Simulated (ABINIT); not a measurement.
# CsPbCl3 (Pm-3m) in ABINIT: settings compared, part 2 of 2

ABINIT 10.8.3 (patched build). Earlier steps stand in the parts before.

**4. COHSEX levels, LDA**

Contents of run.abi:

```
# Datasets
ndtset 4

# Pseudopotentials
pp_dirpath "./"
pseudos "Pb.upf, Cs.upf, Cl.upf"

# Structure
acell 10.5919149285 10.5919149285 10.5919149285
rprim
     1.0000000000     0.0000000000     0.0000000000
     0.0000000000     1.0000000000     0.0000000000
     0.0000000000     0.0000000000     1.0000000000
ntypat 3
znucl 82 55 17
natom 5
typat 1 2 3 3 3
xred
            1/2            1/2            1/2
            0.0            0.0            0.0
            1/2            0.0            1/2
            0.0            1/2            1/2
            1/2            1/2            0.0

# Plane-wave basis
ecut 26.0

# k points
kptopt 1
ngkpt 2 2 2
nshiftk 1
shiftk 0.0 0.0 0.0
istwfk *1

# Exchange and correlation
ixc 7

# Bands and occupations
occopt 1

# SCF cycle
nstep 80
diemac 6.0

# Output
iomode 3
prteig 0
prtebands 0

# Dataset 1: ground state
nband1 22
tolvrs1 1.0e-12
prtden1 1
prtwf1 0

# Dataset 2: empty bands at fixed density
iscf2 -2
getden2 1
nband2 205
nbdbuf2 18
tolwfr2 1.0e-12
nstep2 120
prtden2 0

# Dataset 3: screening
optdriver3 3
getwfk3 2
nband3 187
ecuteps3 3.0
ecutwfn3 16.0
inclvkb3 2
gwcalctyp3 7

# Dataset 4: self-energy
optdriver4 4
getwfk4 2
nband4 30
ecuteps4 3.0
ecutsigx4 26.0
ecutwfn4 26.0
symsigma4 1
gwcalctyp4 7
getscr4 3
gw_qprange4 0
```

Potentials or basis: PseudoDojo NC SR LDA v0.4.1 standard.

Run with:

```sh
$ abinit run.abi > log 2>&1
```

run.abo:

```text
.Version 10.8.3 of ABINIT
 DATASET    1 : space group Pm -3 m (#221); Bravais cP (primitive cubic)
================================================================================
 Values of the parameters that define the memory need for DATASET  1.
     intxc =       0    ionmov =       0      iscf =       7    lmnmax =       8
     lnmax =       8     mgfft =      50  mpssoang =       4    mqgrid =    3001
     natom =       5  nloc_mem =       1    nspden =       1   nspinor =       1
    nsppol =       1      nsym =      48    n1xccc =    2501    ntypat =       3
    occopt =       1   xclevel =       1
       mpw =        7568          nfft =      125000          nkpt =           4
================================================================================
================================================================================
[... 25 lines left out ...]
 DATASET    4 : space group Pm -3 m (#221); Bravais cP (primitive cubic)
================================================================================
 Values of the parameters that define the memory need for DATASET  4.
     intxc =       0    ionmov =       0      iscf =       7    lmnmax =       8
     lnmax =       8     mgfft =      50  mpssoang =       4    mqgrid =    3001
     natom =       5  nloc_mem =       1    nspden =       1   nspinor =       1
    nsppol =       1      nsym =      48    n1xccc =    2501    ntypat =       3
    occopt =       1   xclevel =       1
       mpw =        7568          nfft =      125000          nkpt =           4
================================================================================
================================================================================

--------------------------------------------------------------------------------
------------- Echo of variables that govern the present computation ------------
--------------------------------------------------------------------------------
 -outvars: echo values of preprocessed input variables --------
            acell      1.0591914928E+01  1.0591914928E+01  1.0591914928E+01 Bohr
              amu      2.07200000E+02  1.32905430E+02  3.54527000E+01
           diemac      6.00000000E+00
             ecut1     2.60000000E+01 Hartree
             ecut2     2.60000000E+01 Hartree
             ecut3     1.60000000E+01 Hartree
             ecut4     2.60000000E+01 Hartree
          ecuteps1     0.00000000E+00 Hartree
          ecuteps2     0.00000000E+00 Hartree
          ecuteps3     3.00000000E+00 Hartree
          ecuteps4     3.00000000E+00 Hartree
         ecutsigx1     0.00000000E+00 Hartree
         ecutsigx2     0.00000000E+00 Hartree
         ecutsigx3     0.00000000E+00 Hartree
         ecutsigx4     2.60000000E+01 Hartree
          ecutwfn1     0.00000000E+00 Hartree
          ecutwfn2     0.00000000E+00 Hartree
          ecutwfn3     1.60000000E+01 Hartree
          ecutwfn4     2.60000000E+01 Hartree
           getden1          0
[... 4 lines left out ...]
           getscr2          0
           getscr3          0
           getscr4          3
           getwfk1          0
           getwfk2          0
           getwfk3          2
           getwfk4          2
        gwcalctyp1          0
        gwcalctyp2          0
        gwcalctyp3          7
        gwcalctyp4          7
             iscf1          7
             iscf2         -2
             iscf3          7
             iscf4          7
              ixc           7
           jdtset        1    2    3    4
         kptrlatt        2    0    0      0    2    0      0    0    2
          kptrlen      2.11838299E+01
            natom           5
            nband1         22
            nband2        205
            nband3        187
            nband4         30
           nbdbuf1          0
           nbdbuf2         18
           nbdbuf3          0
           nbdbuf4          0
           ndtset           4
            ngfft1         50      50      50
            ngfft2         50      50      50
            ngfft3         40      40      40
[... 615 lines left out ...]
     3)     5.00000000E-01  5.00000000E-01  0.00000000E+00       0.37500
     4)     5.00000000E-01  5.00000000E-01  5.00000000E-01       0.12500

 Together with 48 symmetry operations and time-reversal symmetry
 yields     8 points in the full Brillouin Zone.

 vcoul_init : cutoff-mode = AUXILIARY_FUNCTION
 q-points for optical limit:   1
     1)      0.000010    0.000020    0.000030
 setmesh: FFT mesh size selected  =    50x   50x   50
          total number of points  =       125000

 Number of electrons calculated from density =   44.0000; Expected =   44.0000
 average of density, n =  0.037028
 r_s =    1.8612
 omega_plasma =   18.5618 [eV]

 === KS Band Gaps ===
  >>>> For spin  1
   Minimum direct gap =   1.6578 [eV], located at k-point      :   0.5000  0.5000  0.5000
   Fundamental gap    =   1.6578 [eV], Top of valence bands at :   0.5000  0.5000  0.5000
                                       Bottom of conduction at :   0.5000  0.5000  0.5000
 SIGMA fundamental parameters:
 COHSEX
 number of plane-waves for SigmaX                 7497
 number of plane-waves for SigmaC and W            305
 number of plane-waves for wavefunctions          7497
 number of bands                                    30
 number of independent spin polarizations            1
 number of spinorial components                      1
 number of k-points in IBZ                           4
 number of q-points in IBZ                           4
 number of symmetry operations                      48
 number of k-points in BZ                            8
 number of q-points in BZ                            8
 number of frequencies for dSigma/dE                 1
 frequency step for dSigma/dE [eV]                0.00
 number of omega for Sigma on real axis              0
 max omega for Sigma on real axis  [eV]           0.00
 zcut for avoiding poles [eV]                     0.10

 EPSILON^-1 parameters (SCR file):
 dimension of the eps^-1 matrix on file            305
 dimension of the eps^-1 matrix used               305
 number of plane-waves for wavefunctions          3695
 number of bands                                   187
 number of q-points in IBZ                           4
 number of frequencies                               1
 number of real frequencies                          1
 number of imag frequencies                          0

 matrix elements of self-energy operator (all in [eV])

 Perturbative Calculation

--- !SelfEnergy_ee
iteration_state: {dtset: 4, }
kpoint     : [   0.500,    0.500,    0.500, ]
spin       : 1
KS_gap     :    1.658
QP_gap     :    3.986
Delta_QP_KS:    2.328
data: !SigmaeeData |
     Band     E0 <VxcDFT>   SigX SigC(E0)      Z dSigC/dE  Sig(E)    E-E0       E
       22   1.757 -15.260 -17.774   0.007   1.000   0.000 -17.768  -2.508  -0.751
       23   3.415 -10.355  -6.608  -3.927   1.000   0.000 -10.535  -0.180   3.235
       24   3.415 -10.355  -6.608  -3.927   1.000   0.000 -10.535  -0.180   3.235
       25   3.415 -10.355  -6.608  -3.927   1.000   0.000 -10.535  -0.180   3.235
...

== END DATASET(S) ==============================================================
================================================================================

 -outvars: echo values of variables after computation  --------
            acell      1.0591914928E+01  1.0591914928E+01  1.0591914928E+01 Bohr
           etotal1    -1.4314540575E+02
           etotal3     0.0000000000E+00
           etotal4     0.0000000000E+00
            fcart1    -0.0000000000E+00 -0.0000000000E+00 -0.0000000000E+00
                      -0.0000000000E+00 -0.0000000000E+00 -0.0000000000E+00
                      -0.0000000000E+00 -0.0000000000E+00 -0.0000000000E+00
                      -0.0000000000E+00 -0.0000000000E+00 -0.0000000000E+00
                      -0.0000000000E+00 -0.0000000000E+00 -0.0000000000E+00
            fcart3     0.0000000000E+00  0.0000000000E+00  0.0000000000E+00
                       0.0000000000E+00  0.0000000000E+00  0.0000000000E+00
                       0.0000000000E+00  0.0000000000E+00  0.0000000000E+00
                       0.0000000000E+00  0.0000000000E+00  0.0000000000E+00
                       0.0000000000E+00  0.0000000000E+00  0.0000000000E+00
            fcart4     0.0000000000E+00  0.0000000000E+00  0.0000000000E+00
                       0.0000000000E+00  0.0000000000E+00  0.0000000000E+00
                       0.0000000000E+00  0.0000000000E+00  0.0000000000E+00
                       0.0000000000E+00  0.0000000000E+00  0.0000000000E+00
                       0.0000000000E+00  0.0000000000E+00  0.0000000000E+00
           strten1    -3.9829574077E-06 -3.9829574077E-06 -3.9829574077E-06
                       0.0000000000E+00  0.0000000000E+00  0.0000000000E+00
           strten3     0.0000000000E+00  0.0000000000E+00  0.0000000000E+00
                       0.0000000000E+00  0.0000000000E+00  0.0000000000E+00
           strten4     0.0000000000E+00  0.0000000000E+00  0.0000000000E+00
                       0.0000000000E+00  0.0000000000E+00  0.0000000000E+00
           xangst      2.8024999981E+00  2.8024999981E+00  2.8024999981E+00
                       0.0000000000E+00  0.0000000000E+00  0.0000000000E+00
                       2.8024999981E+00  0.0000000000E+00  2.8024999981E+00
                       0.0000000000E+00  2.8024999981E+00  2.8024999981E+00
                       2.8024999981E+00  2.8024999981E+00  0.0000000000E+00
             xred      5.0000000000E-01  5.0000000000E-01  5.0000000000E-01
                       0.0000000000E+00  0.0000000000E+00  0.0000000000E+00
                       5.0000000000E-01  0.0000000000E+00  5.0000000000E-01
                       0.0000000000E+00  5.0000000000E-01  5.0000000000E-01
                       5.0000000000E-01  5.0000000000E-01  0.0000000000E+00
 Calculation completed.
```

It took 6.9 min on 1 thread of Arm Neoverse V2, shared host; peak memory 0.37 GiB.

Results:

| Item | Value |
| --- | --- |
| Band gap on the k mesh, mean-field level | 1.66 eV, direct |
| Quasiparticle gap | 3.99 eV |
| Least direct quasiparticle gap | 3.99 eV |

Quasiparticle levels (energies in eV):
```csv
k,band,e ks,vxc,sigma x,sigma c,z,e qp
"[0.5, 0.5, 0.5]",22,1.757,-15.26,-17.774,0.007,1,-0.751
"[0.5, 0.5, 0.5]",23,3.415,-10.355,-6.608,-3.927,1,3.235
"[0.5, 0.5, 0.5]",24,3.415,-10.355,-6.608,-3.927,1,3.235
"[0.5, 0.5, 0.5]",25,3.415,-10.355,-6.608,-3.927,1,3.235
```

Caveat: the k mesh is coarse (spacing up to 0.56 Å⁻¹), so the values aren't converged; the k mesh is coarse for a many-body step; a filled d shell is in the valence without the s and p states of its shell, which makes GW gaps too small, often by several tenths of an eV; spin-orbit coupling is left out, which as a rule narrows the gap of such compounds by several tenths of an eV. A k mesh can miss the band edges.
